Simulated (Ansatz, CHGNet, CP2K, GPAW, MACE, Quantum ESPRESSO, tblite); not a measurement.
**CP2K runs on P6_3/mmc (COD entry) MoS2, displaced supercell (54 atoms)**

How do the settings of CP2K change the result for P6_3/mmc (COD entry) MoS2, displaced supercell (54 atoms)? A plane-wave run serves as the yardstick.

Method: the method is named at each step, in CP2K 2026.2.

The database entry behind the starting cell differs from later determinations by our own check (about 0.3 % long), so it need not match the best structure at ambient conditions.

## 1. Set-up

The cell holds 54 atoms: 18 Mo and 36 S. Its edges and angles: a = 9.507 Å, b = 9.507 Å, c = 12.324 Å, α = 90.0°, β = 90.0°, γ = 120.0°. It derives from MoS2 (P6_3/mmc (measured, COD)), repeated 3×3×1. P6_3/mmc (COD entry) MoS2 (cell 3.169, 3.169, 12.32, 90, 90, 120), 3 x 3 x 1 conventional cells; every coordinate displaced by a Gaussian of 0.05 Å. Then every atom was moved at random, 0.02 Å r.m.s. a Cartesian component.

The yardstick, on the same geometry:

| Item | Value |
| --- | --- |
| method | Kohn-Sham DFT, PBE, SSSP efficiency 1.3.0 pseudopotentials, plane waves (Quantum ESPRESSO 7.5); sssp-pbe-1.3.0-efficiency, cutoffs 45/360 Ry, Γ point |
| r.m.s. force component | 1.188 eV/Å |
| longest force | 4.818 eV/Å |
| pressure | 4.529 GPa |
| gap (highest filled to lowest empty level) | 0.8429 eV |
| time | 3.4 min on 2 MPI ranks of Arm Neoverse V1, shared host |
| CPU time | 6.8 min |

## 2. PBE, DZVP-MOLOPT-SR, 600/50 Ry, diagonalisation

Method: Kohn-Sham DFT, PBE, GTH-PBE pseudopotentials, Gaussian and plane waves, DZVP-MOLOPT-SR-GTH, diagonalisation.

Contents of input.inp:

```
&GLOBAL
  PROJECT cell
  RUN_TYPE ENERGY_FORCE
  PRINT_LEVEL LOW
&END GLOBAL
&FORCE_EVAL
  METHOD QS
  STRESS_TENSOR ANALYTICAL
  &DFT
    BASIS_SET_FILE_NAME BASIS_MOLOPT
    POTENTIAL_FILE_NAME GTH_POTENTIALS
    &MGRID
      CUTOFF 600
      REL_CUTOFF 50
      NGRIDS 5
    &END MGRID
    &QS
      EPS_DEFAULT 1.0E-12
    &END QS
    &SCF
      SCF_GUESS ATOMIC
      EPS_SCF 5.0E-06
      MAX_SCF 200
      ADDED_MOS 36
      &DIAGONALIZATION
        ALGORITHM STANDARD
      &END DIAGONALIZATION
      &SMEAR ON
        METHOD FERMI_DIRAC
        ELECTRONIC_TEMPERATURE [K] 580
      &END SMEAR
      &MIXING
        METHOD BROYDEN_MIXING
        ALPHA 0.15
        NBROYDEN 12
      &END MIXING
      &PRINT
        &RESTART OFF
        &END RESTART
      &END PRINT
    &END SCF
    &XC
      &XC_FUNCTIONAL PBE
      &END XC_FUNCTIONAL
    &END XC
    &PRINT
      &MULLIKEN ON
      &END MULLIKEN
      &HIRSHFELD ON
        SHAPE_FUNCTION DENSITY
      &END HIRSHFELD
      &MO ON
        EIGENVALUES T
        OCCUPATION_NUMBERS T
        MO_INDEX_RANGE 223 246
        &EACH
          QS_SCF 0
        &END EACH
        ADD_LAST NUMERIC
      &END MO
    &END PRINT
  &END DFT
  &SUBSYS
    &CELL
      A 9.50700 0.00000 0.00000
      B -4.75350 8.23330 0.00000
      C 0.00000 0.00000 12.32400
    &END CELL
    &COORD
      SCALED
      Mo 0.11634 0.22549 0.24621
      Mo 0.21671 0.10681 0.73925
      S 0.11170 0.21164 0.62593
      S 0.21442 0.10675 0.12279
      S 0.23034 0.12290 0.36870
      S 0.11276 0.22635 0.87597
      Mo 0.11714 0.55776 0.25082
      Mo 0.22389 0.44286 0.74743
      S 0.12045 0.56325 0.61984
      S 0.22762 0.44965 0.11977
      S 0.23682 0.45738 0.37630
      S 0.11672 0.56369 0.87694
      Mo 0.12325 0.89579 0.24083
      Mo 0.21086 0.76400 0.75115
      S 0.10446 0.89131 0.61748
      S 0.21537 0.77486 0.12717
      S 0.22517 0.78416 0.37715
      S 0.12179 0.89267 0.87477
      Mo 0.44373 0.22129 0.24654
      Mo 0.55546 0.10974 0.75631
      S 0.44910 0.21711 0.61961
      S 0.54514 0.10257 0.12670
      S 0.55883 0.10184 0.37549
      S 0.44580 0.22286 0.87243
      Mo 0.44376 0.54956 0.25982
      Mo 0.55648 0.44448 0.75201
      S 0.45393 0.55622 0.62691
      S 0.55427 0.44681 0.12698
      S 0.55034 0.44400 0.37923
      S 0.44906 0.56042 0.87463
      Mo 0.45603 0.89318 0.25398
      Mo 0.55971 0.77246 0.74920
      S 0.44301 0.89009 0.62270
      S 0.54841 0.77449 0.11826
      S 0.54712 0.77892 0.37243
      S 0.44848 0.88421 0.87762
      Mo 0.77389 0.21511 0.25264
      Mo 0.89314 0.11080 0.74921
      S 0.78007 0.22206 0.61506
      S 0.89830 0.11720 0.12215
      S 0.89036 0.12091 0.36275
      S 0.77179 0.22062 0.87581
      Mo 0.78495 0.55964 0.25897
      Mo 0.88732 0.43314 0.74839
      S 0.77960 0.55033 0.62801
      S 0.88489 0.44027 0.12105
      S 0.88277 0.44651 0.37643
      S 0.77543 0.54536 0.87746
      Mo 0.77171 0.88706 0.25091
      Mo 0.89654 0.78108 0.75194
      S 0.78321 0.89127 0.62168
      S 0.88500 0.77348 0.12770
      S 0.89827 0.77874 0.37750
      S 0.77232 0.88447 0.87438
    &END COORD
    &KIND Mo
      BASIS_SET DZVP-MOLOPT-SR-GTH-q14
      POTENTIAL GTH-PBE-q14
    &END KIND
    &KIND S
      BASIS_SET DZVP-MOLOPT-SR-GTH-q6
      POTENTIAL GTH-PBE-q6
    &END KIND
  &END SUBSYS
  &PRINT
    &FORCES ON
    &END FORCES
    &STRESS_TENSOR ON
    &END STRESS_TENSOR
  &END PRINT
&END FORCE_EVAL
```

Started as:

```
OMP_NUM_THREADS=2 cp2k.psmp -i input.inp > output.txt
```

Numbers of over 12 decimals in the logs are rounded to 6 here.

The program printed:

```text
CP2K| version string:                                       CP2K version 2026.2
 CP2K| Input file name                                                 input.inp
 GLOBAL| Basis set file name                                        BASIS_MOLOPT
 GLOBAL| Potential file name                                      GTH_POTENTIALS
 GLOBAL| Run type                                                   ENERGY_FORCE
 GLOBAL| Total number of message passing processes                             1
 GLOBAL| Number of threads for this process                                    2
 TOTAL NUMBERS AND MAXIMUM NUMBERS
  Total number of            - Atomic kinds:                                   2
                             - Atoms:                                         54
                             - Shell sets:                                    54
                             - Shells:                                       324
                             - Primitive Cartesian functions:                270
                             - Cartesian basis functions:                   1062
                             - Spherical basis functions:                    936
  Maximum angular momentum of- Orbital basis functions:                        3
                             - Local part of the GTH pseudopotential:          2
                             - Non-local part of the GTH pseudopotential:      4
 SCF PARAMETERS         Density guess:                                    ATOMIC
                        max_scf:                                             200
                        eps_scf:                                        5.00E-06
                        added MOs                                        36    0
                        Mixing method:                            BROYDEN_MIXING
                                                charge density mixing in g-space
                        Smear method:                                FERMI_DIRAC
                        Electronic temperature [K]:                        580.0
                        Electronic temperature [a.u.]:                  1.84E-03
                        Accuracy threshold:                             1.00E-10
 Extrapolation method: initial_guess
 Number of electrons:                                                        468
 Number of occupied orbitals:                                                234
 Number of molecular orbitals:                                               270
 Number of orbital functions:                                                936
 Number of independent orbital functions:                                    936
 SCF WAVEFUNCTION OPTIMIZATION
  Step     Update method      Time    Convergence         Total energy    Change
     1 NoMix/Diag. 0.15E+00    8.8     0.85290420     -1603.6773709139 -1.60E+03
     2 Broy./Diag. 0.15E+00   14.7     0.14546358     -1628.4016776829 -2.47E+01
     3 Broy./Diag. 0.15E+00   14.8     0.12665667     -1611.8216644938  1.66E+01
     4 Broy./Diag. 0.15E+00   14.8     0.06878888     -1598.7813734342  1.30E+01
[...]
16 Broy./Diag. 0.15E+00   15.9     0.00001191     -1597.4369976988  1.34E-03
    17 Broy./Diag. 0.15E+00   15.3     0.00000397     -1597.4369379494  5.97E-05
  *** SCF run converged in    17 steps ***
  Electronic density on regular grids:       -467.9999999998        0.0000000002
  Core density on regular grids:              467.9999999996       -0.0000000004
  Total charge density on r-space grids:       -0.0000000002
  Total charge density g-space grids:          -0.0000000002
  Overlap energy of the core charge distribution:               4.7944e-10
  Self energy of the core charge distribution:              -3184.953290
  Core Hamiltonian energy:                                    719.147459
  Hartree energy:                                            1092.891475
  Exchange-correlation energy:                               -224.522562
  Electronic entropic energy:                                  -1.98336e-05
  Fermi energy:                                                 0.343293
  Total energy:                                             -1597.436938
  Total energy (extrapolated to T->0):                      -1597.436928
 MO| EIGENVALUES AND OCCUPATION NUMBERS
 MO|
 MO|  Index      Eigenvalue [a.u.]        Eigenvalue [eV]             Occupation
 MO|    223               0.269944               7.345542               2.000000
 MO|    224               0.272285               7.409252               2.000000
 MO|    225               0.274929               7.481200               2.000000
[...]
MO|    245               0.380219              10.346273               0.000000
 MO|    246               0.380628              10.357421               0.000000
 MO| Sum:                                                             468.000000
 MO| E(Fermi):            0.343293 a.u.          9.341468 eV
 !-----------------------------------------------------------------------------!
                     Mulliken Population Analysis
 #  Atom  Element  Kind  Atomic population                           Net charge
       1     Mo       1         14.869928                             -0.869928
       2     Mo       1         14.839094                             -0.839094
       3     S        2          5.528998                              0.471002
[...]
53     S        2          5.617543                              0.382457
      54     S        2          5.578971                              0.421029
 # Total charge                            468.000000                  0.000000
 !-----------------------------------------------------------------------------!
 !-----------------------------------------------------------------------------!
                           Hirshfeld Charges
  #Atom  Element  Kind  Ref Charge     Population                    Net charge
      1       Mo     1      14.000         13.776                         0.224
      2       Mo     1      14.000         13.776                         0.224
      3       S      2       6.000          6.120                        -0.120
[...]
53       S      2       6.000          6.113                        -0.113
     54       S      2       6.000          6.118                        -0.118
  Total Charge                                                            0.001
 !-----------------------------------------------------------------------------!
 ENERGY| Total FORCE_EVAL ( QS ) energy [hartree]          -1597.437291
 FORCES| Atomic forces [hartree/bohr]
 FORCES|   Atom     x               y               z               |f|
 FORCES|      1 -1.03150674E-02  2.27942553E-02  2.40271408E-03   2.51346718E-02
 FORCES|      2  4.47016307E-02  5.33287307E-03  6.37701697E-02   7.80596558E-02
 FORCES|      3 -2.77901325E-02  2.86751973E-02 -3.38449720E-02   5.23453965E-02
[...]
FORCES|     53 -5.39810776E-03  2.14746767E-02 -3.10625710E-03   2.23595648E-02
 FORCES|     54  1.97687222E-02  9.57676799E-03  7.00698499E-03   2.30567713E-02
 FORCES| Sum     1.08126735E-06 -5.90399059E-07 -1.84189365E-06
 FORCES| Total atomic force                                       2.21591569E-06
 STRESS| Analytical stress tensor [bar]
 STRESS|                        x                   y                   z
 STRESS|      x        4.29563327123E+04  -7.05774961838E+03   2.69215913851E+03
 STRESS|      y       -7.05774961838E+03   4.42766348998E+04  -1.46853704986E+04
 STRESS|      z        2.69215913851E+03  -1.46853704986E+04   5.16750363006E+04
 STRESS| 1/3 Trace                                             4.63026679709E+04
```

Elapsed: 5.3 min, on 2 threads of Arm Neoverse V1, shared host; peak memory 3.4 GiB; 10 min of CPU time.

Banners, paths, timers and routine set-up lines are dropped from the logs unmarked, and long logs keep their key lines alone; longer cuts are marked.

Compared with the plane-wave run:

```
r.m.s. force component                           : 1.222 eV/Å
r.m.s. difference of force components            : 44.53 meV/Å
longest difference of force vectors              : 172.9 meV/Å
force difference over r.m.s. force               : 3.748 %
slope of forces against the reference's          : 1.028
correlation of force components                  : 0.9997
gap (highest filled to lowest empty level) : 0.8392 eV
gap difference                                   : -0.0037 eV
pressure                                         : 4.63 GPa
pressure difference                              : 0.1016 GPa
```

Length of the force difference by element (eV/Å):

```csv
element,atoms,mean,most
Mo,18,0.053,0.11
S,36,0.076,0.17
```

Levels nearest the highest filled one (eV from it): -1.59, -1.52, -1.45, -1.42, -1.40, -1.19, -1.03, -0.74, -0.70, -0.58, -0.55, 0.00, 0.84, 0.90, 0.94, 0.97, 1.23, 1.27, 1.30, 1.33, 1.35, 1.39, 1.41, 1.43.

The surroundings of Mo25, which bears the longest force, nearest first, numbered as they follow in the input and with coordinates relative to it.

```csv
atom,x,y,z,distance (Å),bonds,Hirshfeld charge (e),Fx,Fy,Fz (eV/Å)
Mo25,0.00,0.00,0.00,0.00,6,0.22,-0.19,2.24,-4.38
S11,-1.53,-0.76,1.44,2.23,3,-0.12,-1.64,-1.73,1.20
S29,1.52,-0.87,1.47,2.28,3,-0.11,1.40,-0.61,0.61
S35,-0.11,1.89,1.39,2.35,3,-0.12,1.96,-0.35,2.08
S28,1.54,-0.85,-1.64,2.40,3,-0.11,0.70,0.18,0.26
S10,-1.58,-0.82,-1.73,2.48,3,-0.10,0.18,0.04,0.88
S34,-0.07,1.85,-1.74,2.55,3,-0.10,0.77,-0.17,1.28
Mo1,-1.57,-2.67,-0.17,3.10,6,0.22,-0.53,1.17,0.12
Mo19,1.56,-2.70,-0.16,3.13,6,0.22,0.46,0.24,0.52
Mo7,-3.14,0.07,-0.11,3.15,6,0.23,-1.29,-0.61,-0.13
Mo49,1.51,2.78,-0.11,3.17,6,0.23,1.26,0.19,-1.04
Mo43,3.20,0.08,-0.01,3.20,6,0.23,-1.75,-0.85,-2.65
Mo31,-1.52,2.83,-0.07,3.21,6,0.22,-3.32,-1.89,-2.48
```

Forces lie 3.7 % from the reference's, at 1.5 times its CPU time.

## 3. PBE, TZVP-MOLOPT (SR for Mo), 600/50 Ry, diagonalisation

Method: Kohn-Sham DFT, PBE, GTH-PBE pseudopotentials, Gaussian and plane waves, TZVP-MOLOPT-GTH, diagonalisation.

input.inp, as its differences from that of step 2:

```diff
@@ -10,2 +10,3 @@
     BASIS_SET_FILE_NAME BASIS_MOLOPT
+    BASIS_SET_FILE_NAME BASIS_MOLOPT_UCL
     POTENTIAL_FILE_NAME GTH_POTENTIALS
@@ -69,7 +70,30 @@
     &COORD
-      SCALED
-[... 54 atom lines left out: the same atoms as in the first run ...]
+      Mo 0.03418 1.85653 3.03429
+      Mo 1.55254 0.87940 9.11052
+      S 0.05590 1.74250 7.71396
+      S 1.53105 0.87890 1.51326
+      S 1.60564 1.01187 4.54386
+      S -0.00395 1.86361 10.79545
+      Mo -1.53766 4.59221 3.09111
+      Mo 0.02339 3.64620 9.21133
+      S -1.53229 4.63741 7.63891
+      S 0.02657 3.70210 1.47605
+      S 0.07729 3.76575 4.63752
+      S -1.56984 4.64103 10.80741
+      Mo -3.08640 7.37531 2.96799
+      Mo -1.62703 6.29024 9.25717
+      S -3.24374 7.33842 7.60982
+      S -1.63577 6.37965 1.56724
+      S -1.58681 6.45622 4.64800
+      S -3.08545 7.34962 10.78067
+      Mo 3.16664 1.82195 3.03836
+      Mo 4.75911 0.90352 9.32076
+[... 30 atom lines left out ...]
+      S 3.20933 7.33809 7.66158
+      S 4.73696 6.36829 1.57377
+      S 4.83811 6.41160 4.65231
+      S 3.13812 7.28211 10.77586
     &END COORD
     &KIND Mo
-      BASIS_SET DZVP-MOLOPT-SR-GTH-q14
+      BASIS_SET TZVP-MOLOPT-SR-GTH-q14
       POTENTIAL GTH-PBE-q14
@@ -77,3 +101,3 @@
     &KIND S
-      BASIS_SET DZVP-MOLOPT-SR-GTH-q6
+      BASIS_SET TZVP-MOLOPT-GTH-q6
       POTENTIAL GTH-PBE-q6
```

Started as:

```
OMP_NUM_THREADS=1 mpirun -np 4 cp2k.psmp -i input.inp > output.txt
```

The program printed:

```text
CP2K| version string:                                       CP2K version 2026.2
 CP2K| Input file name                                                 input.inp
 GLOBAL| Basis set file name                                        BASIS_MOLOPT
 GLOBAL| Potential file name                                      GTH_POTENTIALS
 GLOBAL| Run type                                                   ENERGY_FORCE
 GLOBAL| Total number of message passing processes                             4
 GLOBAL| Number of threads for this process                                    1
[... lines left out ...]
                        Smear method:                                FERMI_DIRAC
[... lines left out ...]
 Number of electrons:                                                        468
[... lines left out ...]
  Step     Update method      Time    Convergence         Total energy    Change
[... lines left out ...]
  *** SCF run converged in    17 steps ***
[... lines left out ...]
  Fermi energy:                                                 0.341687
  Total energy:                                             -1597.632591
  Total energy (extrapolated to T->0):                      -1597.632582
[... lines left out ...]
 MO| E(Fermi):            0.341687 a.u.          9.297788 eV
[... lines left out ...]
     54       S      2       6.000          6.119                        -0.119
  Total Charge                                                            0.001
 !-----------------------------------------------------------------------------!
 ENERGY| Total FORCE_EVAL ( QS ) energy [hartree]          -1597.632759
 FORCES| Atomic forces [hartree/bohr]
 FORCES|   Atom     x               y               z               |f|
 FORCES|      1 -1.02180759E-02  2.27144669E-02  2.50998299E-03   2.50331000E-02
 FORCES|      2  4.45463317E-02  5.38327804E-03  6.34609418E-02   7.77215960E-02
 FORCES|      3 -2.75205821E-02  2.79910298E-02 -3.38346335E-02   5.18233790E-02
[...]
FORCES|     53 -4.94229493E-03  2.12394224E-02 -2.71759249E-03   2.19755466E-02
 FORCES|     54  1.92120198E-02  9.41327986E-03  7.45165575E-03   2.26547724E-02
 FORCES| Sum     9.44675849E-07 -1.05605622E-06 -2.63756618E-06
 FORCES| Total atomic force                                       2.99406455E-06
 STRESS| Analytical stress tensor [bar]
 STRESS|                        x                   y                   z
 STRESS|      x        4.56651016911E+04  -7.09336608752E+03   2.65324009839E+03
 STRESS|      y       -7.09336608752E+03   4.71290100599E+04  -1.45666120123E+04
 STRESS|      z        2.65324009839E+03  -1.45666120123E+04   6.00484755675E+04
 STRESS| 1/3 Trace                                             5.09475291061E+04
```

Wall time 3.7 min (4 MPI ranks); peak memory 5.5 GiB.

Numbers from this run, and their distance from the reference:

| Quantity | Value |
| --- | --- |
| r.m.s. force component | 1.213 eV/Å |
| r.m.s. difference of force components | 44.07 meV/Å |
| longest difference of force vectors | 142.5 meV/Å |
| force difference over r.m.s. force | 3.709 % |
| slope of forces against the reference's | 1.021 |
| correlation of force components | 0.9995 |
| gap (highest filled to lowest empty level) | 0.8413 eV |
| gap difference | -0.0016 eV |
| pressure | 5.095 GPa |
| pressure difference | 0.5661 GPa |

Against the first run (3.7 %), the force difference from the reference is 3.7 %, at 1.5 times the CPU time (on 4 against 2 cores), with 1242 basis functions against 936.

[end of part 1 of 3]

[Also dropped from logs without a mark: logging warnings of Python, and SIESTA's first energy breakdown and zero terms.]

[Logs are printed without paths, hosts, clocks, repeated set-up lines and the standing remarks that a program may print on its own settings, such as how far it seeks lower states.]

[Hosts, paths, dates, database ids (printed as entryN), source tags and the programs' standing remarks are cut or masked in the printed files.]
